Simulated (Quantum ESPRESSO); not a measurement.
# Ca under changes of volume

One of the cells (43.632 Å³/atom); the others are scaled copies at fixed shape and fractional positions:

```
CELL_PARAMETERS angstrom
0.00000 2.79420 2.79420
2.79420 0.00000 2.79420
2.79420 2.79420 0.00000
ATOMIC_POSITIONS crystal
Ca 0.00000 0.00000 0.00000
```

```yaml
Program: Quantum ESPRESSO 7.5
Functional: LDA
Potentials_or_basis: GBRV 1.5 LDA
Cutoff: 612 eV
Density_cutoff: 4898 eV
k_mesh: 8 × 8 × 8
Occupations: fermi-dirac, width 0.05 eV
Spin: no spin polarisation
```

| volume (Å³/atom) | energy over the lowest point (meV/atom) | pressure (GPa) |
| --- | --- | --- |
| 41.014 | 0.00 | -1.4 |
| 41.886 | 8.19 | -1.7 |
| 42.759 | 17.93 | -1.9 |
| 43.632 | 29.06 | -2.2 |
| 44.504 | ? | ? |
| 45.377 | 55.06 | -2.6 |
| 46.250 | 69.72 | -2.8 |

What does the run at 44.504 Å³/atom give?

Energy over the lowest point 41.50 meV/atom; pressure -2.4 GPa.

Worked out: A Birch-Murnaghan fit of order 3 (a polynomial in V^(-2/3)) to the other rows has no minimum within the range. It gives 41.47 meV/atom at 44.504 Å³/atom, against the run's 41.50, and -dE/dV = -2.4 GPa, against -2.4.

Energies are extrapolated to zero smearing.
